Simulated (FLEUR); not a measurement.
# TaN (Fm-3m) in FLEUR: notebook, part 2 of 2

FLEUR MaX-R8.1 (later development tree).

## (4) Single point, PBEsol

This run uses another cell than the first one, of 9.73 Å³/atom, 0.900 times its volume.

inp.xml

```xml
<?xml version="1.0" encoding="UTF-8" standalone="no"?>
<fleurInput fleurInputVersion="0.39">
   <comment>
      TaN                                                                                                 
   </comment>
   <calculationSetup>
      <cutoffs Kmax="5.29" Gmax="16.4" GmaxXC="16.4" numbands="0"/>
      <scfLoop itmax="60" minDistance="0.00001" maxIterBroyd="15" imix="Anderson" alpha="0.05" precondParam="0.0" spinf="2.0" sdNocoIR="T"/>
      <coreElectrons ctail="T" frcor="F" kcrel="0" coretail_lmax="0"/>
      <xcFunctional name="PBEs" relativisticCorrections="F"/>
      <magnetism jspins="1"/>
      <soc l_soc="F" theta="0.0" phi="0.0" spav="F"/>
      <expertModes spex="0" secvar="F"/>
      <geometryOptimization l_f="F" forcealpha="1.0" forcemix="BFGS" epsdisp="0.00001" epsforce="0.00001"/>
      <ldaU l_linMix="F" mixParam="0.05" spinf="1.0"/>
   </calculationSetup>
   <cell>
      <bzIntegration valenceElectrons="32.0" mode="hist" fermiSmearingEnergy="0.00183747">
         <kPointListSelection listName="default-1"/>
         <!-- k-points included here -->
         <xi:include xmlns:xi="http://www.w3.org/2001/XInclude" href="kpts.xml"> </xi:include>
      </bzIntegration>
      <!-- symmetry operations included here -->
      <xi:include xmlns:xi="http://www.w3.org/2001/XInclude" href="sym.xml"> </xi:include>
      <bulkLattice scale="1.0">
         <bravaisMatrix>
            <row-1>    0.0000000000000000     4.0345820613243291     4.0345820613243291</row-1>
            <row-2>    4.0345820613243291     0.0000000000000000     4.0345820613243291</row-2>
            <row-3>    4.0345820613243291     4.0345820613243291     0.0000000000000000</row-3>
         </bravaisMatrix>
      </bulkLattice>
   </cell>
   <atomSpecies>
      <species name="Tantalum (Ta)" element="Ta" atomicNumber="73">
         <mtSphere radius="2.2" gridPoints="763" logIncrement="0.017"/>
         <atomicCutoffs lmax="9" lnonsphr="9"/>
         <electronConfig flipSpins="F">
            <coreConfig>(1s1/2) (2s1/2) (2p1/2) (2p3/2) (3s1/2) (3p1/2) (3p3/2) (4s1/2) (3d3/2) (3d5/2) (4p1/2) (4p3/2) (4d3/2) (4d5/2)</coreConfig>
            <valenceConfig>(5s1/2) (5p1/2) (5p3/2) (6s1/2) (4f5/2) (4f7/2) (5d3/2) (5d5/2)</valenceConfig>
            <stateOccupation state="(5d3/2)" spinUp="0.600000" spinDown="0.600000"/>
            <stateOccupation state="(5d5/2)" spinUp="0.900000" spinDown="0.900000"/>
         </electronConfig>
         <energyParameters s="6" p="6" d="5" f="4"/>
         <lo type="SCLO" l="0" n="5" eDeriv="0"/>
         <lo type="SCLO" l="1" n="5" eDeriv="0"/>
         <lo type="SCLO" l="2" n="5" eDeriv="2"/>
         <lo type="SCLO" l="3" n="4" eDeriv="2"/>
      </species>
      <species name="Nitrogen (N)" element="N" atomicNumber="7">
         <mtSphere radius="1.36" gridPoints="473" logIncrement="0.022"/>
         <atomicCutoffs lmax="8" lnonsphr="8"/>
         <electronConfig flipSpins="F">
            <coreConfig>(1s1/2)</coreConfig>
            <valenceConfig>(2s1/2) (2p1/2) (2p3/2)</valenceConfig>
            <stateOccupation state="(2p1/2)" spinUp="0.500000" spinDown="0.500000"/>
            <stateOccupation state="(2p3/2)" spinUp="1.000000" spinDown="1.000000"/>
         </electronConfig>
         <energyParameters s="2" p="2" d="3" f="4"/>
         <lo type="SCLO" l="0" n="2" eDeriv="2"/>
         <lo type="SCLO" l="1" n="2" eDeriv="2"/>
         <lo type="SCLO" l="2" n="3" eDeriv="2"/>
      </species>
   </atomSpecies>
   <atomGroups>
      <atomGroup species="Tantalum (Ta)">
         <relPos label="                   1">1.000/2.000 1.000/2.000 1.000/2.000</relPos>
         <force calculate="T" relaxXYZ="TTT"/>
      </atomGroup>
      <atomGroup species="Nitrogen (N)">
         <relPos label="                   2">.0000000000 .0000000000 .0000000000</relPos>
         <force calculate="T" relaxXYZ="TTT"/>
      </atomGroup>
   </atomGroups>
   <output dos="F" band="F" slice="F">
      <checks vchk="F" cdinf="F"/>
      <bandDOS minEnergy="-.5*Htr" maxEnergy="0.5*Htr" sigma="0.015" storeEVData="T"/>
      <vacuumDOS vacdos="F" integ="F" star="F" nstars="0" locx1="0.0" locy1="0.0" locx2="0.0" locy2="0.0" nstm="0" tworkf="0.0"/>
      <unfoldingBand unfoldBand="F" supercellX="1" supercellY="1" supercellZ="1"/>
      <plotting iplot="0" polar="F">
         <plot TwoD="T" vec1="  1.0  0.0  0.0" vec2="  0.0  1.0  0.0" vec3="  0.0  0.0  1.0" zero="  0.0  0.0  0.0" file="plot"/>
      </plotting>
      <chargeDensitySlicing numkpt="0" minEigenval="0.0" maxEigenval="0.0" nnne="0" pallst="F"/>
      <specialOutput eonly="F"/>
      <moessbauerParams electricFieldGradient="T" isomerShift="T" coreHyperfine="T" valenceHyperfine="T"/>
      <magneticCircularDichroism mcd="F" energyLo="-10.0" energyUp="0.0"/>
   </output>
  <!-- We include the file relax.xml here to enable relaxations (see documentation) -->
  <xi:include xmlns:xi="http://www.w3.org/2001/XInclude" href="relax.xml"> <xi:fallback/> </xi:include>
</fleurInput>
```

crystal.txt

```
TaN
&input cartesian=F /
0.0000000000  2.1350088824  2.1350088824
2.1350088824  0.0000000000  2.1350088824
2.1350088824  2.1350088824  0.0000000000
1.8897261246
1.0 1.0 1.0

2
73 0.5000000000  0.5000000000  0.5000000000
7 0.0000000000  0.0000000000  0.0000000000

&kpt div1=10 div2=10 div3=10 gamma=T /
```

Launch:

```
$ inpgen -f crystal.txt -profile fastHighL
$ # inp.xml edited to the form shown
$ fleur_MPI
```

Run time: 24 s. Hardware: 1 thread of Intel Xeon 6975P-C (Granite Rapids), shared host; peak memory 0.06 GiB.

It converged, with:

```
Free energy                                           : -426568.6471 eV
Band gap on the k mesh                                : none (metal or under the smearing width)
Valence electrons inside the program's atomic spheres : Ta 24.07; N 3.22 (radii Ta 2.2, N 1.36 bohr)
```

Levels at points of the mesh, in eV from the Fermi level:
| k point | band 12 | band 13 | band 14 | band 15 | band 16 | band 17 | band 18 | band 19 | band 20 | band 21 |
| --- | --- | --- | --- | --- | --- | --- | --- | --- | --- | --- |
| (0.00, 0.00, 0.00) | -19.53 | -4.03 | -4.03 | -4.03 | -2.41 | -2.41 | -2.41 | 0.02 | 0.02 | 2.31 |
| (0.00, 0.00, 0.50) | -15.81 | -11.15 | -8.27 | -8.27 | 2.17 | 2.17 | 2.27 | 4.04 | 8.52 | 8.52 |
| (0.00, 0.50, 0.50) | -18.27 | -6.78 | -6.15 | -4.79 | -4.79 | 2.37 | 4.07 | 4.07 | 5.54 | 7.79 |

Core levels (eV from the Fermi level):
| atom | levels |
| --- | --- |
| 1 Ta | 1s1/2 -67251.2, 2s1/2 -11544.2, 2p1/2 -11032.5, 2p3/2 -9762.9, 3s1/2 -2641.5, 3p1/2 -2414.2, 3p3/2 -2140.9, 4s1/2 -535.3, 3d3/2 -1757.3, 3d5/2 -1697.7, 4p1/2 -441.7, 4p3/2 -378.7, 4d3/2 -224.9, 4d5/2 -213.3 |
| 2 N | 1s1/2 -376.9 |

Spin-orbit coupling is left out, which matters for the levels of Ta.

## (5) Summary

```tsv
cell	lmax	lnonsphr	gap on the mesh (eV)
Fm-3m, 10.81 Å³/atom	Ta 10, N 8	Ta 10, N 8	none
Fm-3m, 10.27 Å³/atom	Ta 9, N 8	Ta 9, N 8	none
Fm-3m, 9.73 Å³/atom	Ta 9, N 8	Ta 9, N 8	none
```

Alike in all rows: task single point; level PBEsol; potentials or basis all-electron, FLAPW; no spin polarisation; k mesh 10 × 10 × 10; smearing fermi-dirac 0.05 eV; kmax 5.29 1/bohr.

Every run on the cell as given and a fine mesh finds a metal.

Compare energies only between runs with the same functional and basis.
